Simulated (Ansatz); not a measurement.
# SnSe2 (CdI2 type): bands and what follows from them, part 2 of 2

What do the bands of SnSe2 (CdI2 type) imply? The runs give effective masses and transport coefficients.

Ansatz 0.2.0; DFT PBEsol, scalar-relativistic, plane waves, PAW.

## Step 4: Levels about the band edges

File input.yaml:

```yaml
crystal:
  lattice:
    - [3.8158742107, 1.0e-10, 0.0]
    - [-1.9079371054, 3.304644004, 0.0]
    - [0.0, 0.0, 6.1213284831]
  atoms:
    - { symbol: Sn, position: [0.0, 0.0, 0.0] }
    - { symbol: Se, position: [0.3333333333, 0.6666666667, 0.259234692] }
    - { symbol: Se, position: [0.6666666667, 0.3333333333, 0.740765308] }
basis:
  ecutwfc: 420
  ecutrho_ratio: 4
kpoints:
  mp_grid: { grid: [10, 10, 6] }
hamiltonian:
  xc: pbesol
scf:
  occupations: { method: gaussian, width: 0.05 }
output:
  forces: true
  stress: true
  eigenvalues: true
  eigenstates:
    kpoints:
      - [0.074960356, 0.076644044, -0.002843683]
      - [0.082248139, 0.073000153, -0.002843683]
      - [0.067672573, 0.080287936, -0.002843683]
      - [0.074960356, 0.082955449, -0.002843683]
      - [0.074960356, 0.070332639, -0.002843683]
      - [0.074960356, 0.076644044, 0.008847194]
      - [0.074960356, 0.076644044, -0.014534559]
      - [0.080113597, 0.078530261, -0.002843683]
      - [0.069807116, 0.074757827, -0.002843683]
      - [0.080113597, 0.074067424, 0.005423015]
      - [0.069807116, 0.079220665, -0.011110381]
      - [0.074960356, 0.081106882, 0.005423015]
      - [0.074960356, 0.072181207, -0.011110381]
      - [0.07916796, 0.078184134, 0.003906048]
      - [0.070752753, 0.075103954, -0.009593413]
      - [-5.225e-06, 0.449467841, 0.344641616]
      - [0.007282558, 0.445823949, 0.344641616]
      - [-0.007293008, 0.453111732, 0.344641616]
      - [-5.225e-06, 0.455779246, 0.344641616]
      - [-5.225e-06, 0.443156436, 0.344641616]
      - [-5.225e-06, 0.449467841, 0.356332493]
      - [-5.225e-06, 0.449467841, 0.33295074]
      - [0.005148016, 0.451354058, 0.344641616]
      - [-0.005158466, 0.447581624, 0.344641616]
      - [0.005148016, 0.44689122, 0.352908314]
      - [-0.005158466, 0.452044461, 0.336374918]
      - [-5.225e-06, 0.453930678, 0.352908314]
      - [-5.225e-06, 0.445005003, 0.336374918]
      - [0.004202378, 0.45100793, 0.351391347]
      - [-0.004212828, 0.447927751, 0.337891886]
    de_dk: true
    e_range: [-0.8460504072917, 0.8244738395319]
```

Run with:

```
ansatz run input.yaml --threads 4 --pin off --max-ram 9216MiB --backend cpu --events-out ev --progress --plain --runs-dir out
```

Output:

```text
Warning: RAYON_NUM_THREADS=4 ignored (pool sized by the plan → 4); use --threads N
Engine: ansatz 0.2.0, aarch64-unknown-linux-gnu
Pseudopotentials: kind: paw
Pseudopotential: Sn, paw, valence charge 14, recommended cutoff 420 eV (normal), Sn.paw.azcp
Pseudopotential: Se, paw, valence charge 16, recommended cutoff 420 eV (normal), Se.paw.azcp
Functional definition: PBEsol
  exchange = pbesol_x
  correlation = pbesol_c
Crystal: 3 atoms, lattice volume = 77.191 Å³
Basis set: ecut = 420 eV, 1485 PW (Γ), exchange–correlation on 54×54×90 points (8 copies of the dense FFT grid, shifted against one another)
Bands: 28, of which v1, the nominal top of the filled ones, is band 23 counted from 1 (22 counted from 0)
Symmetry: 12 space group operations
Space group: P-3m1 (ITA 164), of the structure as read, at distance tolerance 4.3e-5 Å
k-points: 72 of 600
Non-local potential: Sn, projectors of the file, l = 0: 2, l = 1: 2, l = 2: 2, l = 3: 2
Non-local potential: Se, projectors of the file, l = 0: 2, l = 1: 2, l = 2: 3, l = 3: 1
PAW form: soft (Blöchl's): semilocal exchange-correlation on the pseudo side does not see the compensation charge
PAW frozen core: Sn, regenerated for the run's functional, and the local potential with it (the file was generated under x = pbe(κ = 0.804, μ = 0.2195149727645171), c = pbe(β = 0.06672455060314922))
PAW frozen core: Se, regenerated for the run's functional, and the local potential with it (the file was generated under x = pbe(κ = 0.804, μ = 0.2195149727645171), c = pbe(β = 0.06672455060314922))
PAW one-centre angular grid: Sn, 590 points (default); XC on 64 Gauss nodes
PAW one-centre angular grid: Se, 590 points (default); XC on 64 Gauss nodes
Initial density: superposition of atomic densities (neutral atoms: chi_scale 0, normalization atom), corrected by the library's trained network
Initial wavefunctions: pseudopotential atomic-orbital guess
Functional: x = pbesol(κ = 0.804, μ = 0.12345679012345678), c = pbesol(β = 0.046)
SCF iter   1: F=—  HF=-16799.223371 eV  |F-HF|=—  |Δ(HF+E_count)|=         —  Δρ=2.17e-3  dr2=3.50e-3  ethr=1.77e-3  ⟨swp⟩=6.5  Hψ=8896  notcnv=0
preconditioner: auto → Resta (q_TF=auto, 2.503 Å⁻¹)  ε∞=2.8  [insulator: Δε(μ)=0.495 eV  Ē_g=15.968 eV  σ=0.050 eV  W_gap=1.00  n_scr=22 (ndim 8)  ℏωp=21.6 eV  f_vac=0.056  D(μ)=0.00/eV (n_scr^D=0)  ε∞_Penn≈2.8]
SCF iter   2: F=—  HF=-16799.220468 eV  |F-HF|=—  |Δ(HF+E_count)|=   2.90e-3  Δρ=1.07e-3  dr2=7.91e-4  ethr=7.60e-6  ⟨swp⟩=3.0  Hψ=4278  notcnv=0  defer=11
SCF iter   3: F=—  HF=-16799.220424 eV  |F-HF|=—  |Δ(HF+E_count)|=   4.39e-5  Δρ=3.27e-4  dr2=6.46e-5  ethr=1.72e-6  ⟨swp⟩=2.0  Hψ=2881  notcnv=0  defer=11
SCF iter   4: F=—  HF=-16799.220435 eV  |F-HF|=—  |Δ(HF+E_count)|=   1.02e-5  Δρ=1.20e-4  dr2=1.13e-5  ethr=1.40e-7  ⟨swp⟩=2.0  Hψ=2733  notcnv=0  defer=11
SCF iter   5: F=—  HF=-16799.220439 eV  |F-HF|=—  |Δ(HF+E_count)|=   4.73e-6  Δρ=2.26e-5  dr2=7.62e-7  ethr=2.45e-8  ⟨swp⟩=2.0  Hψ=2417  notcnv=0  defer=11
SCF iter   6: F=—  HF=-16799.220441 eV  |F-HF|=—  |Δ(HF+E_count)|=   1.08e-6  Δρ=8.97e-6  dr2=6.82e-8  ethr=1.66e-9  ⟨swp⟩=2.0  Hψ=2397  notcnv=0  defer=11
SCF iter   7: F=—  HF=-16799.220441 eV  |F-HF|=—  |Δ(HF+E_count)|=   1.16e-7  Δρ=1.92e-6  dr2=3.43e-9  ethr=1.48e-10  ⟨swp⟩=2.0  Hψ=2516  notcnv=0  defer=11
SCF iter   8: F=—  HF=-16799.220441 eV  |F-HF|=—  |Δ(HF+E_count)|=   8.52e-9  Δρ=3.70e-7  dr2=1.64e-10  ethr=7.46e-12  ⟨swp⟩=2.0  Hψ=2521  notcnv=0  defer=11
SCF iter   9: F=-16799.220441 eV  HF=-16799.220441 eV  |F-HF|=3.64e-12  |Δ(HF+E_count)|=  3.17e-10  Δρ=6.63e-8  dr2=4.97e-12  ethr=1.00e-12  ⟨swp⟩=8.6  Hψ=11442  notcnv=0
SCF 1 converged in 9 iterations: F = -16799.220441 eV  dr2 = 4.97e-12
NSCF: frozen V_eff on 30 k-points
SCF converged after 9 iterations
Free energy (F): -16799.220441 eV
Harris-Foulkes:  -16799.220441 eV  (|F-HF|=3.64e-12)
Internal energy: -16799.220441 eV  (E = F + TS)
E sigma→0 (E₀):  -16799.220441 eV
Fermi energy:    8.318201 eV
--- Per-component energies (eV) ---
  E_band       = -862.810891
  E_kinetic    = 424.912793
  E_local      = -5966.261505  (includes V_loc(G=0)·N_el)
  E_nonlocal   = -1214.408968
  E_hartree    = 3055.537483
  E_xc         = -584.606089
  E_vxc        = -291.787669  (∫ρ·V_xc dr)
  E_paw        = -7805.391247  (= ΣΔE_a)
  E_vpaw       = 73.660656  (= ΣTr[D̂ρ^β])
  E_aug_tail   = -0.001225  (compensation charges beyond the density's cutoff)
  E_ewald      = -4711.303423
  E_core_change = 2.301741  (= ΣΔE_core)
  E_smearing   = -0.000000  (= −TS)
  E_closure    = 0.000000  (closes the sum)
  Σ components = -16799.220441   (vs F -16799.220441, Δ=0.00e0)
--- Forces (eV/Å), atoms counted from 1 ---
  atom   1  Sn    -0.00000000    -0.00000000     0.00000000
  atom   2  Se     0.00000000    -0.00000000    -0.00159094
  atom   3  Se    -0.00000000     0.00000000     0.00159094
  max |Σ_I F_I| component: 4.63e-18 eV/Å
--- Stress (GPa, compression-positive) ---
        0.139671      -0.000000       0.000000
        0.000000       0.139671      -0.000000
        0.000000      -0.000000       0.115172
  P = ⅓ Tr σ = 0.1315 GPa (1.315 kbar)
--- Band table (eV; the first three rows and the last of 72) ---
  k-point 0: bands = ["-38.8677", "-38.8677", "-38.8676", "-38.8676", "-38.8470", "-38.8470", "-38.8464", "-38.8464", "-38.8384", "-38.8382", "-13.1474", "-13.1474", "-13.1092", "-13.0970", "-13.0970", "-5.8471", "-4.1652", "1.6844", "7.4587", "7.4587", "7.6880", "7.6880", "7.9391", "8.9064", "11.0113", "12.6362", "12.6362", "16.0587"]
  k-point 1: bands = ["-38.8677", "-38.8677", "-38.8676", "-38.8676", "-38.8470", "-38.8470", "-38.8464", "-38.8464", "-38.8384", "-38.8382", "-13.1474", "-13.1474", "-13.1092", "-13.0970", "-13.0970", "-5.7993", "-4.2654", "1.8961", "7.1898", "7.4120", "7.4120", "7.7534", "7.7534", "9.5223", "11.0100", "12.5528", "12.5528", "16.1137"]
  k-point 2: bands = ["-38.8677", "-38.8677", "-38.8676", "-38.8676", "-38.8468", "-38.8468", "-38.8465", "-38.8465", "-38.8384", "-38.8383", "-13.1474", "-13.1474", "-13.1091", "-13.0970", "-13.0970", "-5.6852", "-4.4783", "2.3872", "6.2041", "7.3524", "7.3524", "7.8518", "7.8518", "10.2033", "10.9723", "12.3940", "12.3940", "15.8267"]
  k-point 71: bands = ["-38.8674", "-38.8674", "-38.8672", "-38.8672", "-38.8469", "-38.8469", "-38.8468", "-38.8468", "-38.8380", "-38.8380", "-13.1720", "-13.1540", "-13.1020", "-13.0931", "-13.0765", "-3.9006", "-3.7489", "0.7804", "3.7285", "3.9057", "4.5030", "7.5609", "7.6630", "10.2627", "12.2546", "12.5228", "13.8943", "16.0127"]
```

Run time: 3.2 s. Hardware: 4 threads of Arm Neoverse V2, shared host; peak memory 0.45 GiB.

This gives: volume 25.730 Å³/atom, pressure 0.13 GPa, gap on the mesh 0.50 eV.

## Step 5: Masses at the band edges

Effective masses from the curvatures, in electron masses (holes for the valence edge):

```csv
edge,band from the edge,degeneracy,x,y,z,[110],[111]
valence,1,1,1.10,1.30,0.35,1.45,0.84
conduction,1,1,0.18,0.61,0.27,0.28,0.27
```

The edges lie at k = (0.07, 0.08, 0.00) and (0.00, 0.45, 0.34).

## Step 6: States of the whole zone by energy, transport at constant relaxation time

File input.yaml:

```yaml
crystal:
  lattice:
    - [3.8158742107, 1.0e-10, 0.0]
    - [-1.9079371054, 3.304644004, 0.0]
    - [0.0, 0.0, 6.1213284831]
  atoms:
    - { symbol: Sn, position: [0.0, 0.0, 0.0] }
    - { symbol: Se, position: [0.3333333333, 0.6666666667, 0.259234692] }
    - { symbol: Se, position: [0.6666666667, 0.3333333333, 0.740765308] }
basis:
  ecutwfc: 420
  ecutrho_ratio: 4
kpoints:
  mp_grid: { grid: [10, 10, 6] }
hamiltonian:
  xc: pbesol
scf:
  occupations: { method: gaussian, width: 0.05 }
output:
  forces: true
  stress: true
  eigenvalues: true
  states_by_energy: { minimum_broadening: 0.05 }
```

Run with:

```
ansatz run input.yaml --threads 4 --pin off --max-ram 9216MiB --backend cpu --events-out ev --progress --plain --runs-dir out
```

Output:

```text
Warning: RAYON_NUM_THREADS=4 ignored (pool sized by the plan → 4); use --threads N
Engine: ansatz 0.2.0, aarch64-unknown-linux-gnu
Pseudopotentials: kind: paw
Pseudopotential: Sn, paw, valence charge 14, recommended cutoff 420 eV (normal), Sn.paw.azcp
Pseudopotential: Se, paw, valence charge 16, recommended cutoff 420 eV (normal), Se.paw.azcp
Functional definition: PBEsol
  exchange = pbesol_x
  correlation = pbesol_c
Crystal: 3 atoms, lattice volume = 77.191 Å³
Basis set: ecut = 420 eV, 1485 PW (Γ), exchange–correlation on 54×54×90 points (8 copies of the dense FFT grid, shifted against one another)
Bands: 28, of which v1, the nominal top of the filled ones, is band 23 counted from 1 (22 counted from 0)
Symmetry: 12 space group operations
Space group: P-3m1 (ITA 164), of the structure as read, at distance tolerance 4.3e-5 Å
k-points: 72 of 600
Non-local potential: Sn, projectors of the file, l = 0: 2, l = 1: 2, l = 2: 2, l = 3: 2
Non-local potential: Se, projectors of the file, l = 0: 2, l = 1: 2, l = 2: 3, l = 3: 1
PAW form: soft (Blöchl's): semilocal exchange-correlation on the pseudo side does not see the compensation charge
PAW frozen core: Sn, regenerated for the run's functional, and the local potential with it (the file was generated under x = pbe(κ = 0.804, μ = 0.2195149727645171), c = pbe(β = 0.06672455060314922))
PAW frozen core: Se, regenerated for the run's functional, and the local potential with it (the file was generated under x = pbe(κ = 0.804, μ = 0.2195149727645171), c = pbe(β = 0.06672455060314922))
PAW one-centre angular grid: Sn, 590 points (default); XC on 64 Gauss nodes
PAW one-centre angular grid: Se, 590 points (default); XC on 64 Gauss nodes
Initial density: superposition of atomic densities (neutral atoms: chi_scale 0, normalization atom), corrected by the library's trained network
Initial wavefunctions: pseudopotential atomic-orbital guess
Functional: x = pbesol(κ = 0.804, μ = 0.12345679012345678), c = pbesol(β = 0.046)
SCF iter   1: F=—  HF=-16799.223371 eV  |F-HF|=—  |Δ(HF+E_count)|=         —  Δρ=2.17e-3  dr2=3.50e-3  ethr=1.77e-3  ⟨swp⟩=6.5  Hψ=8896  notcnv=0
preconditioner: auto → Resta (q_TF=auto, 2.503 Å⁻¹)  ε∞=2.8  [insulator: Δε(μ)=0.495 eV  Ē_g=15.968 eV  σ=0.050 eV  W_gap=1.00  n_scr=22 (ndim 8)  ℏωp=21.6 eV  f_vac=0.056  D(μ)=0.00/eV (n_scr^D=0)  ε∞_Penn≈2.8]
SCF iter   2: F=—  HF=-16799.220468 eV  |F-HF|=—  |Δ(HF+E_count)|=   2.90e-3  Δρ=1.07e-3  dr2=7.91e-4  ethr=7.60e-6  ⟨swp⟩=3.0  Hψ=4278  notcnv=0  defer=11
SCF iter   3: F=—  HF=-16799.220424 eV  |F-HF|=—  |Δ(HF+E_count)|=   4.39e-5  Δρ=3.27e-4  dr2=6.46e-5  ethr=1.72e-6  ⟨swp⟩=2.0  Hψ=2881  notcnv=0  defer=11
SCF iter   4: F=—  HF=-16799.220434 eV  |F-HF|=—  |Δ(HF+E_count)|=   9.67e-6  Δρ=1.20e-4  dr2=1.13e-5  ethr=1.40e-7  ⟨swp⟩=2.0  Hψ=2733  notcnv=0  defer=11
SCF iter   5: F=—  HF=-16799.220440 eV  |F-HF|=—  |Δ(HF+E_count)|=   6.07e-6  Δρ=2.26e-5  dr2=7.62e-7  ethr=2.45e-8  ⟨swp⟩=2.0  Hψ=2417  notcnv=0  defer=11
SCF iter   6: F=-16799.220441 eV  HF=-16799.220441 eV  |F-HF|=9.88e-8  |Δ(HF+E_count)|=   2.96e-7  Δρ=8.96e-6  dr2=6.81e-8  ethr=2.17e-10  ⟨swp⟩=8.9  Hψ=9677  notcnv=0
SCF 1 converged in 6 iterations: F = -16799.220441 eV  dr2 = 6.81e-8
NSCF: frozen V_eff on 8 k-points
SCF converged after 6 iterations
Free energy (F): -16799.220441 eV
Harris-Foulkes:  -16799.220441 eV  (|F-HF|=9.88e-8)
Internal energy: -16799.220441 eV  (E = F + TS)
E sigma→0 (E₀):  -16799.220441 eV
Fermi energy:    8.318285 eV
--- Per-component energies (eV) ---
  E_band       = -862.807689
  E_kinetic    = 424.913164
  E_local      = -5966.260424  (includes V_loc(G=0)·N_el)
  E_nonlocal   = -1214.409500
  E_hartree    = 3055.536330
  E_xc         = -584.606116
  E_vxc        = -291.787738  (∫ρ·V_xc dr)
  E_paw        = -7805.390987  (= ΣΔE_a)
  E_vpaw       = 73.659715  (= ΣTr[D̂ρ^β])
  E_aug_tail   = -0.001225  (compensation charges beyond the density's cutoff)
  E_ewald      = -4711.303423
  E_core_change = 2.301741  (= ΣΔE_core)
  E_smearing   = -0.000000  (= −TS)
  E_closure    = -0.000000  (closes the sum)
  Σ components = -16799.220441   (vs F -16799.220441, Δ=0.00e0)
--- Forces (eV/Å), atoms counted from 1 ---
  atom   1  Sn    -0.00000000    -0.00000000     0.00000000
  atom   2  Se     0.00000000    -0.00000000    -0.00161568
  atom   3  Se    -0.00000000     0.00000000     0.00161568
  max |Σ_I F_I| component: 4.63e-18 eV/Å
--- Stress (GPa, compression-positive) ---
        0.139542       0.000000       0.000000
        0.000000       0.139542      -0.000000
        0.000000      -0.000000       0.114790
  P = ⅓ Tr σ = 0.1313 GPa (1.313 kbar)
--- Band table (eV; the first three rows and the last of 72) ---
  k-point 0: bands = ["-38.8677", "-38.8677", "-38.8676", "-38.8676", "-38.8470", "-38.8470", "-38.8464", "-38.8464", "-38.8384", "-38.8382", "-13.1472", "-13.1472", "-13.1090", "-13.0968", "-13.0968", "-5.8470", "-4.1652", "1.6845", "7.4588", "7.4588", "7.6880", "7.6880", "7.9392", "8.9066", "11.0114", "12.6363", "12.6363", "16.0588"]
  k-point 1: bands = ["-38.8677", "-38.8677", "-38.8676", "-38.8676", "-38.8469", "-38.8469", "-38.8464", "-38.8464", "-38.8384", "-38.8382", "-13.1472", "-13.1472", "-13.1090", "-13.0968", "-13.0968", "-5.7992", "-4.2653", "1.8962", "7.1899", "7.4121", "7.4121", "7.7535", "7.7535", "9.5225", "11.0101", "12.5528", "12.5528", "16.1138"]
  k-point 2: bands = ["-38.8677", "-38.8677", "-38.8676", "-38.8676", "-38.8468", "-38.8468", "-38.8465", "-38.8465", "-38.8384", "-38.8383", "-13.1472", "-13.1472", "-13.1089", "-13.0968", "-13.0968", "-5.6851", "-4.4783", "2.3873", "6.2041", "7.3524", "7.3524", "7.8518", "7.8518", "10.2034", "10.9724", "12.3941", "12.3941", "15.8269"]
  k-point 71: bands = ["-38.8674", "-38.8674", "-38.8672", "-38.8672", "-38.8468", "-38.8468", "-38.8468", "-38.8468", "-38.8380", "-38.8380", "-13.1718", "-13.1538", "-13.1018", "-13.0929", "-13.0763", "-3.9006", "-3.7489", "0.7806", "3.7285", "3.9058", "4.5031", "7.5609", "7.6630", "10.2628", "12.2547", "12.5229", "13.8945", "16.0131"]
```

Run time: 6.6 min. Hardware: 4 threads of Arm Neoverse V2, shared host; peak memory 1.8 GiB.

Read off: volume 25.730 Å³/atom, pressure 0.13 GPa, mesh gap 0.50 eV.

A script then sums the file of states by energy over Fermi windows, for rigid-band transport at a constant relaxation time τ. Negative carriers are holes, and the chemical potential counts from the run's Fermi level:

```csv
T (K),electrons added (10¹⁹ cm⁻³),chemical potential (eV),σ/τ xx (10²⁰/Ω m s),Seebeck xx (μV/K),Seebeck zz (μV/K),Lorenz xx (10⁻⁸ V²/K²)
600,1,0.094,0.0102,-371,-325,4.68
600,-1,-0.043,0.00363,328,390,24.75
600,10,0.227,0.0914,-212,-188,1.96
600,-10,-0.161,0.0271,375,315,2.36
600,100,0.487,0.815,-68,-51,2.19
600,-100,-0.310,0.288,189,140,1.90
900,1,0.067,0.0301,-210,-100,14.13
900,-1,0.032,0.0242,-99,35,21.07
900,10,0.180,0.0926,-247,-209,2.99
900,-10,-0.071,0.0335,298,312,11.87
900,100,0.473,0.793,-98,-76,2.06
900,-100,-0.268,0.281,231,199,1.86
```

## Step 7: Outcome

This closing draws on all 2 parts.

```
                          quantity                                              value
   mass at the valence edge, x y z                                     1.10 1.30 0.35
mass at the conduction edge, x y z                                     0.18 0.61 0.27
             largest S²σ/τ along x  at 900 K with 100 × 10¹⁹ cm⁻³ holes, S = 231 μV/K
```

In words: Electrons are lighter than the top holes: the harmonic means over x, y and z are 0.27 and 0.66. An edge isn't at an exact extremum, so its masses are rough. Among the cases computed, S²σ/τ along x is largest at 900 K for hole doping of 100 × 10¹⁹ cm⁻³. That is the edge of the range tried, not a located peak. The gap is the Kohn–Sham one, unshifted (where it is too small, thermally excited carriers are overstated). No dispersion term is included, so distances between weakly bound layers or units are the least certain numbers.
